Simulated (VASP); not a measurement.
# CuI (F-43m) in VASP: notebook

One crystal, CuI, is run at these levels: r2SCAN, PBEsol; tasks: electric field gradients.

All numbers are computed with VASP 6.6.1; they aren't measurements. Logs are shortened: lines on timing, memory, paths and dates and some standing lists are left out, and cuts for length are marked.

## (1) The structure

The structure is cubic, space group F-43m (No. 216). The conventional cell has a = 6.079 Å, b = 6.079 Å, c = 6.079 Å, α = 90.00°, β = 90.00°, γ = 90.00°. Around Cu (site symmetry -43m) lie 4 I at 2.63 Å. I (site symmetry -43m) is surrounded by 4 Cu at 2.63 Å.

The cell was relaxed by an earlier calculation.

## (2) Electric field gradients, r2SCAN

POSCAR

```
CuI
1.0
    0.0000000000      3.0395164954      3.0395164954
    3.0395164954      0.0000000000      3.0395164954
    3.0395164954      3.0395164954      0.0000000000
Cu I
1 1
Direct
    0.0000000000      0.0000000000      0.0000000000
    0.2500000000      0.2500000000      0.2500000000
```

INCAR.step1

```
PREC     = Accurate       # precision mode
ENCUT    = 520            # plane-wave cutoff, eV
ISMEAR   = -1             # smearing method
SIGMA    = 0.05           # smearing width, eV
LREAL    = False          # projectors in reciprocal space
LASPH    = True           # aspherical terms in the spheres
NELM     = 100            # most SCF steps
NBANDS   = 16             # bands
GGA      = PE             # functional
ALGO     = Normal         # electronic algorithm
EDIFF    = 1E-4           # SCF threshold, eV
LWAVE    = True           # write WAVECAR
LCHARG   = False          # write CHGCAR
```

INCAR.step2

```
PREC     = Accurate       # precision mode
ENCUT    = 520            # plane-wave cutoff, eV
EDIFF    = 1E-8           # SCF threshold, eV
ISMEAR   = -1             # smearing method
SIGMA    = 0.05           # smearing width, eV
LREAL    = False          # projectors in reciprocal space
LASPH    = True           # aspherical terms in the spheres
NELM     = 100            # most SCF steps
ALGO     = Normal         # electronic algorithm
ISIF     = 2              # what is computed and relaxed
LWAVE    = False          # write WAVECAR
LCHARG   = False          # write CHGCAR
METAGGA  = R2SCAN         # meta-GGA
LMIXTAU  = True         
LEFG     = True         
NBANDS   = 16             # bands
ISTART   = 1
```

KPOINTS

```
regular mesh
0
Gamma
  12 12 12
```

Potentials or basis: VASP PAW PBE potentials, release 64 (Cu, I).

On the command line:

```console
$ cat potpaw_PBE.64/Cu/POTCAR potpaw_PBE.64/I/POTCAR > POTCAR
$ cp INCAR.step1 INCAR
$ mpirun -np 1 vasp_std > vasp.out
$ cp INCAR.step2 INCAR
$ mpirun -np 1 vasp_std > vasp.out
```

OUTCAR:

```text
PREC = Accurate
   ENCUT = 520
   EDIFF = 1E-8
   ISMEAR = -1
   LREAL = False
   LASPH = True
   NELM = 100
   ISIF = 2
   METAGGA = R2SCAN
   ISTART = 1

 ion  position               nearest neighbor table
   1  0.000  0.000  0.000-   2 2.63   2 2.63   2 2.63   2 2.63
   2  0.250  0.250  0.250-   1 2.63   1 2.63   1 2.63   1 2.63

  LATTYP: Found a face centered cubic cell.
 ALAT       =     6.0790329908

  Lattice vectors:

 A1 = (   0.0000000000,   3.0395164954,   3.0395164954)
 A2 = (   3.0395164954,   0.0000000000,   3.0395164954)
 A3 = (   3.0395164954,   3.0395164954,   0.0000000000)

Analysis of symmetry for initial positions (statically):
=====================================================================
 Subroutine PRICEL returns:
 Original cell was already a primitive cell.

 Routine SETGRP: Setting up the symmetry group for a
 face centered cubic supercell.

 Subroutine GETGRP returns: Found 24 space group operations
 (whereof 24 operations were pure point group operations)
 out of a pool of 48 trial point group operations.

The static configuration has the point symmetry T_d .

Analysis of symmetry for dynamics (positions and initial velocities):
=====================================================================
 Subroutine PRICEL returns:
 Original cell was already a primitive cell.

 Routine SETGRP: Setting up the symmetry group for a
 face centered cubic supercell.

 Subroutine GETGRP returns: Found 24 space group operations
 (whereof 24 operations were pure point group operations)
 out of a pool of 48 trial point group operations.

The dynamic configuration has the point symmetry T_d .

 Subroutine INISYM returns: Found 24 space group operations
 (whereof 24 operations are pure point group operations),
 and found     1 'primitive' translations

----------------------------------------------------------------------------------------

                                     Primitive cell

  volume of cell :      56.1621

  direct lattice vectors                    reciprocal lattice vectors
[... 123 lines left out ...]

 number of electron      18.0000011 magnetization

 Free energy of the ion-electron system (eV)
  ---------------------------------------------------
  ext. energy  EPLUGINS =         0.00000000
  ---------------------------------------------------
  free energy    TOTEN  =       -35.79013595 eV

  energy without entropy =      -35.79013595  energy(sigma->0) =      -35.79013595

 E-fermi :   5.0357     XC(G=0):  -9.4108

 val. band max:        4.1727869314   @ k =   0.0000   0.0000   0.0000
 cond. band min:       5.7646706379   @ k =   0.0000   0.0000   0.0000
 fundamental gap:      1.5918837064
 Fermi energy:         5.0356788526

 k-point     1 :       0.0000    0.0000    0.0000
  band No.  band energies     occupation
      1     -10.3085      2.00000
      2       0.4090      2.00000
      3       0.4091      2.00000
      4       0.4091      2.00000
      5       2.3724      2.00000
      6       2.3724      2.00000
[... 433 lines left out ...]
      3       0.0216      2.00000
      4       0.4114      2.00000
      5       2.3309      2.00000
      6       2.3785      2.00000
[... 8 lines left out ...]
     15      14.4408      0.00000
     16      15.2456      0.00000

 [... further k-points ...]

------------------------ aborting loop because EDIFF is reached ----------------------------------------

  FORCE on cell =-STRESS in cart. coord.  units (eV):
  Direction    XX          YY          ZZ          XY          YZ          ZX
  --------------------------------------------------------------------------------------
  -------------------------------------------------------------------------------------
  Total       -0.4091915     -0.4091915     -0.4091915      0.0000000      0.0000000      0.0000000
  in kB      -11.6733020    -11.6733020    -11.6733020      0.0000000      0.0000000      0.0000000
  external PRESSURE =     -11.6733020 kB  Pullay stress =       0.0000000 kB

 VOLUME and BASIS-vectors are now :
 -----------------------------------------------------------------------------
  energy-cutoff  :      520.00
  volume of cell :       56.16
      direct lattice vectors                 reciprocal lattice vectors
     0.000000000  3.039516495  3.039516495    -0.164499848  0.164499848  0.164499848
     3.039516495  0.000000000  3.039516495     0.164499848 -0.164499848  0.164499848
     3.039516495  3.039516495  0.000000000     0.164499848  0.164499848 -0.164499848

 POSITION                                       TOTAL-FORCE (eV/Angst)
 -----------------------------------------------------------------------------------
      0.00000      0.00000      0.00000         0.000000      0.000000      0.000000
      1.51976      1.51976      1.51976        -0.000000     -0.000000     -0.000000
 -----------------------------------------------------------------------------------
    total drift:                                0.000007      0.000007      0.000007

  FREE ENERGIE OF THE ION-ELECTRON SYSTEM (eV)
  ---------------------------------------------------
  free  energy   TOTEN  =       -35.7901359536 eV

  energy  without entropy=      -35.7901359527  energy(sigma->0) =      -35.79013595

 Electric field gradients (V/A^2)
---------------------------------------------------------------------
 ion       V_xx      V_yy      V_zz      V_xy      V_xz      V_yz
---------------------------------------------------------------------
   1      -0.000    -0.000    -0.000    -0.002    -0.002    -0.002
   2       0.000    -0.000    -0.000     0.000     0.000     0.000
---------------------------------------------------------------------

 Electric field gradients after diagonalization (V/A^2)
 (convention: |V_zz| > |V_xx| > |V_yy|)
----------------------------------------------------------------------
 ion       V_xx      V_yy      V_zz     asymmetry (V_yy - V_xx)/ V_zz
----------------------------------------------------------------------
   1       0.002     0.002    -0.003       0.000
   2      -0.000    -0.000     0.001       0.000
----------------------------------------------------------------------

           NMR quadrupolar parameters

 Cq : quadrupolar parameter    Cq=e*Q*V_zz/h
 eta: asymmetry parameters     (V_yy - V_xx)/ V_zz
 Q  : nuclear electric quadrupole moment in mb (millibarn)
----------------------------------------------------------------------
 ion       Cq(MHz)       eta       Q (mb)
----------------------------------------------------------------------
   1      -0.000       0.000       1.000
   2       0.000       0.000       1.000
----------------------------------------------------------------------
```

OSZICAR.step1:

```text
N       E                     dE             d eps       ncg     rms          rms(c)
DAV:   1     0.100647873871E+03    0.10065E+03   -0.78050E+03  2320   0.119E+03
DAV:   2     0.916395705641E+00   -0.99731E+02   -0.90837E+02  2424   0.226E+02
DAV:   3    -0.556574736846E+01   -0.64821E+01   -0.64064E+01  3072   0.642E+01
DAV:   4    -0.577085445237E+01   -0.20511E+00   -0.20505E+00  3104   0.102E+01
DAV:   5    -0.577583610851E+01   -0.49817E-02   -0.49816E-02  3424   0.159E+00    0.520E+00
DAV:   6    -0.570231745336E+01    0.73519E-01   -0.25976E+00  2408   0.431E+01    0.336E+00
DAV:   7    -0.556350120143E+01    0.13882E+00   -0.62341E-01  2528   0.258E+01    0.167E+00
DAV:   8    -0.556481162464E+01   -0.13104E-02   -0.32676E-02  3672   0.251E+00    0.429E-01
DAV:   9    -0.556266505525E+01    0.21466E-02   -0.84947E-03  2864   0.269E+00    0.122E-01
DAV:  10    -0.556284403955E+01   -0.17898E-03   -0.54285E-04  2872   0.181E-01    0.393E-02
DAV:  11    -0.556284879437E+01   -0.47548E-05   -0.15087E-04  2360   0.356E-01
   1 F= -.55628488E+01 E0= -.55628488E+01  d E =-.721665E-07
```

It took 2.6 min on 1 thread of Intel Xeon Platinum 8488C (Sapphire Rapids), shared host; peak memory 0.23 GiB.

Results:

- Free energy: -35.7901 eV
- Pressure: -1.2 GPa
- Band gap on the k mesh: 1.59 eV, direct

Electric field gradients, principal values (V/Å²):
| atom | Vxx | Vyy | Vzz |
| --- | --- | --- | --- |
| 1 Cu | 0.002 | 0.002 | -0.003 |
| 2 I | 0.000 | 0.000 | 0.001 |

Caveat: the PAW data sets were made with another functional, which shifts forces and pressure a little; spin-orbit coupling is left out, which moves the levels of the heavy elements. A k mesh can miss the band edges.

## (3) Electric field gradients, PBEsol (volume scaled by 1.04)

INCAR

```
SYSTEM = CuI
ALGO = Normal
EDIFF = 1E-8
ENCUT = 520
GGA = PS
ISIF = 2
ISMEAR = -1
LASPH = .TRUE.
LCHARG = .FALSE.
LEFG = .TRUE.
LREAL = .FALSE.
LWAVE = .FALSE.
NBANDS = 16
NELM = 100
PREC = Accurate
SIGMA = 0.05
```

KPOINTS

```
k-points
0
G
  12 12 12
  0 0 0
```

POSCAR

```
CuI
1.0
    0.0000000000      3.0795147204      3.0795147204
    3.0795147204      0.0000000000      3.0795147204
    3.0795147204      3.0795147204      0.0000000000
Cu I
1 1
Direct
    0.0000000000      0.0000000000      0.0000000000
    0.2500000000      0.2500000000      0.2500000000
```

Potentials or basis: VASP PAW PBE potentials, release 64 (Cu, I).

On the command line:

```console
$ cat potpaw_PBE.64/Cu/POTCAR potpaw_PBE.64/I/POTCAR > POTCAR
$ mpirun -np 1 vasp_std > vasp.out
```

OUTCAR:

```text
SYSTEM = CuI
   EDIFF = 1E-8
   ENCUT = 520
   GGA = PS
   ISIF = 2
   ISMEAR = -1
   LASPH = .TRUE.
   LREAL = .FALSE.
   NELM = 100
   PREC = Accurate

 ion  position               nearest neighbor table
   1  0.000  0.000  0.000-   2 2.67   2 2.67   2 2.67   2 2.67
   2  0.250  0.250  0.250-   1 2.67   1 2.67   1 2.67   1 2.67

  LATTYP: Found a face centered cubic cell.
 ALAT       =     6.1590294408

  Lattice vectors:

 A1 = (   0.0000000000,   3.0795147204,   3.0795147204)
 A2 = (   3.0795147204,   0.0000000000,   3.0795147204)
 A3 = (   3.0795147204,   3.0795147204,   0.0000000000)

Analysis of symmetry for initial positions (statically):
=====================================================================
 Subroutine PRICEL returns:
 Original cell was already a primitive cell.

 Routine SETGRP: Setting up the symmetry group for a
 face centered cubic supercell.

 Subroutine GETGRP returns: Found 24 space group operations
 (whereof 24 operations were pure point group operations)
 out of a pool of 48 trial point group operations.

The static configuration has the point symmetry T_d .

Analysis of symmetry for dynamics (positions and initial velocities):
=====================================================================
 Subroutine PRICEL returns:
 Original cell was already a primitive cell.

 Routine SETGRP: Setting up the symmetry group for a
 face centered cubic supercell.

 Subroutine GETGRP returns: Found 24 space group operations
 (whereof 24 operations were pure point group operations)
 out of a pool of 48 trial point group operations.

The dynamic configuration has the point symmetry T_d .

[... 158 lines left out ...]
      4       0.3490      2.00000
      5       2.1020      2.00000
      6       2.1020      2.00000
[... 433 lines left out ...]
      3      -0.0196      2.00000
      4       0.3504      2.00000
      5       2.0699      2.00000
      6       2.1093      2.00000
[... 8 lines left out ...]
     15      13.4672      0.00000
     16      14.1621      0.00000

 [... further k-points ...]

------------------------ aborting loop because EDIFF is reached ----------------------------------------

  FORCE on cell =-STRESS in cart. coord.  units (eV):
  Direction    XX          YY          ZZ          XY          YZ          ZX
  --------------------------------------------------------------------------------------
  -------------------------------------------------------------------------------------
  Total       -1.4491828     -1.4491828     -1.4491828     -0.0000000      0.0000000      0.0000000
  in kB      -39.7518098    -39.7518098    -39.7518098     -0.0000000      0.0000000      0.0000000
  external PRESSURE =     -39.7518098 kB  Pullay stress =       0.0000000 kB

 VOLUME and BASIS-vectors are now :
 -----------------------------------------------------------------------------
  energy-cutoff  :      520.00
  volume of cell :       58.41
      direct lattice vectors                 reciprocal lattice vectors
     0.000000000  3.079514720  3.079514720    -0.162363244  0.162363244  0.162363244
     3.079514720  0.000000000  3.079514720     0.162363244 -0.162363244  0.162363244
     3.079514720  3.079514720  0.000000000     0.162363244  0.162363244 -0.162363244

 POSITION                                       TOTAL-FORCE (eV/Angst)
 -----------------------------------------------------------------------------------
      0.00000      0.00000      0.00000        -0.000000      0.000000     -0.000000
      1.53976      1.53976      1.53976         0.000000     -0.000000      0.000000
 -----------------------------------------------------------------------------------
    total drift:                               -0.000001     -0.000001     -0.000001

  FREE ENERGIE OF THE ION-ELECTRON SYSTEM (eV)
  ---------------------------------------------------
  free  energy   TOTEN  =        -6.2401522036 eV

  energy  without entropy=       -6.2401516765  energy(sigma->0) =       -6.24015194

 Electric field gradients (V/A^2)
---------------------------------------------------------------------
 ion       V_xx      V_yy      V_zz      V_xy      V_xz      V_yz
---------------------------------------------------------------------
   1      -0.000     0.000     0.000    -0.004    -0.004    -0.004
   2       0.000     0.000     0.000     0.000     0.000     0.000
---------------------------------------------------------------------

 Electric field gradients after diagonalization (V/A^2)
 (convention: |V_zz| > |V_xx| > |V_yy|)
----------------------------------------------------------------------
 ion       V_xx      V_yy      V_zz     asymmetry (V_yy - V_xx)/ V_zz
----------------------------------------------------------------------
   1       0.004     0.004    -0.008       0.000
   2      -0.000    -0.000     0.001       0.000
----------------------------------------------------------------------

           NMR quadrupolar parameters

 Cq : quadrupolar parameter    Cq=e*Q*V_zz/h
 eta: asymmetry parameters     (V_yy - V_xx)/ V_zz
 Q  : nuclear electric quadrupole moment in mb (millibarn)
----------------------------------------------------------------------
 ion       Cq(MHz)       eta       Q (mb)
----------------------------------------------------------------------
   1      -0.000       0.000       1.000
   2       0.000       0.000       1.000
----------------------------------------------------------------------
```

OSZICAR:

```text
N       E                     dE             d eps       ncg     rms          rms(c)
DAV:   1     0.993612301648E+02    0.99361E+02   -0.77182E+03  2304   0.118E+03
DAV:   2     0.290634273214E+00   -0.99071E+02   -0.90112E+02  2432   0.222E+02
DAV:   3    -0.628741992856E+01   -0.65781E+01   -0.64860E+01  3160   0.638E+01
DAV:   4    -0.650162346273E+01   -0.21420E+00   -0.21415E+00  3024   0.104E+01
DAV:   5    -0.650586789265E+01   -0.42444E-02   -0.42444E-02  3384   0.144E+00    0.542E+00
DAV:   6    -0.642910103865E+01    0.76767E-01   -0.34285E+00  2352   0.477E+01    0.354E+00
DAV:   7    -0.624193934900E+01    0.18716E+00   -0.78789E-01  2400   0.293E+01    0.150E+00
DAV:   8    -0.624332621158E+01   -0.13869E-02   -0.49565E-02  3520   0.382E+00    0.546E-01
DAV:   9    -0.624011537865E+01    0.32108E-02   -0.11097E-02  2832   0.288E+00    0.193E-01
DAV:  10    -0.624019159546E+01   -0.76217E-04   -0.55022E-04  2976   0.169E-01    0.138E-01
DAV:  11    -0.624014538829E+01    0.46207E-04   -0.39031E-04  2888   0.590E-01    0.261E-02
DAV:  12    -0.624015458186E+01   -0.91936E-05   -0.59763E-05  3320   0.529E-02    0.385E-02
DAV:  13    -0.624015426946E+01    0.31239E-06   -0.10469E-06  3040   0.814E-03    0.310E-02
DAV:  14    -0.624015194563E+01    0.23238E-05   -0.82099E-06  3152   0.882E-02    0.152E-03
DAV:  15    -0.624015225278E+01   -0.30715E-06   -0.18901E-06  2840   0.720E-03    0.530E-03
DAV:  16    -0.624015212754E+01    0.12524E-06   -0.11958E-07  2904   0.259E-03    0.175E-03
DAV:  17    -0.624015220532E+01   -0.77777E-07   -0.14273E-08  2632   0.143E-03    0.396E-04
DAV:  18    -0.624015220356E+01    0.17615E-08   -0.92563E-10  1656   0.653E-04
   1 F= -.62401522E+01 E0= -.62401519E+01  d E =-.527041E-06
```

stdout:

```text
POSCAR found type information on POSCAR CuI
 POSCAR found :  2 types and       2 ions
 scaLAPACK will be used
 -----------------------------------------------------------------------------
|                                                                             |
|                                                                             |
|     You enforced a specific xc type in the INCAR file but a different       |
|     I HOPE YOU KNOW WHAT YOU ARE DOING!                                     |
|                                                                             |
 -----------------------------------------------------------------------------

 LDA part: xc-table for (Slater+PW92), standard interpolation
 POSCAR, INCAR and KPOINTS ok, starting setup
 FFT: planning ... GRIDC
 FFT: planning ... GRID_SOFT
 FFT: planning ... GRID
 WAVECAR not read
 entering main loop
ion   1

ion   2
```

Run time: 51 s. Hardware: 1 thread of Intel Xeon Platinum 8488C (Sapphire Rapids), shared host; peak memory 0.21 GiB.

What came out:

* Free energy: -6.2402 eV
* Pressure: -4.0 GPa
* Band gap on the k mesh: 0.91 eV, direct

Electric field gradients, principal values (V/Å²):
| atom | Vxx | Vyy | Vzz |
| --- | --- | --- | --- |
| 1 Cu | 0.004 | 0.004 | -0.008 |
| 2 I | 0.000 | 0.000 | 0.001 |

Caveat: the PAW data sets were made with another functional, which shifts forces and pressure a little; spin-orbit coupling is left out, which moves the levels of the heavy elements.
